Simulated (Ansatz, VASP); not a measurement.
## HfO2: VASP beside Ansatz

Contents of INCAR:

```
SYSTEM = HfO2
PREC = Accurate ; ENCUT = 520
EDIFF = 1E-6 ; ISMEAR = -1
SIGMA = 0.05 ; LREAL = .FALSE.
LASPH = .TRUE. ; NELM = 60
ALGO = Normal ; ISIF = 2
LWAVE = .FALSE. ; LCHARG = .FALSE.
GGA = PE ; NBANDS = 18
```

KPOINTS

```
regular mesh
0
G
  11 11 11
  0 0 0
```

Contents of POSCAR:

```
HfO2
1.0
    0.0000000000      2.2843799404      2.2843799404
    2.2843799404      0.0000000000      2.2843799404
    2.2843799404      2.2843799404      0.0000000000
Hf O
1 2
Direct
    0.0000000000      0.0000000000      0.0000000000
    0.2500000000      0.2500000000      0.2500000000
    0.7500000000      0.7500000000      0.7500000000
```

Input for Ansatz:

```yaml
crystal:
  lattice:
    - [0.0, 2.2843799404, 2.2843799404]
    - [2.2843799404, 0.0, 2.2843799404]
    - [2.2843799404, 2.2843799404, 0.0]
  atoms:
    - { symbol: Hf, position: [0.0, 0.0, 0.0] }
    - { symbol: O, position: [0.25, 0.25, 0.25] }
    - { symbol: O, position: [0.75, 0.75, 0.75] }
kpoints:
  mp_grid: { grid: [11, 11, 11] }
scf:
  occupations: { method: fermi_dirac, width: 0.05 }
hamiltonian:
  xc: pbe
  pseudopotentials: { kind: all_electron, lapw: { basis_error: 0.001 } }
output:
  forces: true
  stress: true
  eigenvalues: true
  populations: true
```

Change from the starting cell: volume scaled by 0.72, LAPW.

Alike in both runs: task single point; functional PBE; k mesh 11 × 11 × 11; occupations fermi-dirac, width 0.05 eV; no spin polarisation.

|  | VASP | Ansatz |
| --- | --- | --- |
| version | VASP 6.6.1 | Ansatz 0.2.0 |
| potentials or method | VASP PAW PBE potentials, release 64 (Hf_pv, O) | all-electron LAPW, scalar-relativistic |
| plane-wave cutoff (eV) | 520 | see its input |

```tsv
	VASP	Ansatz	Ansatz less VASP
gap on the k mesh at the Fermi level (eV)	4.51	4.34	-0.167
pressure (GPa)	153.9	160.7	+6.78
```

Ansatz ran all-electron here, so the differences hold the error of VASP's frozen core and of both bases.

Caveats: the cell as given lies far from equilibrium; so large a pressure means that the cell lies far from this level's equilibrium, or that cutoff or potentials fall short (VASP); spin-orbit coupling is left out, which moves the levels of the heavy elements; an odd mesh through Γ misses points on the zone boundary, where band edges often lie.
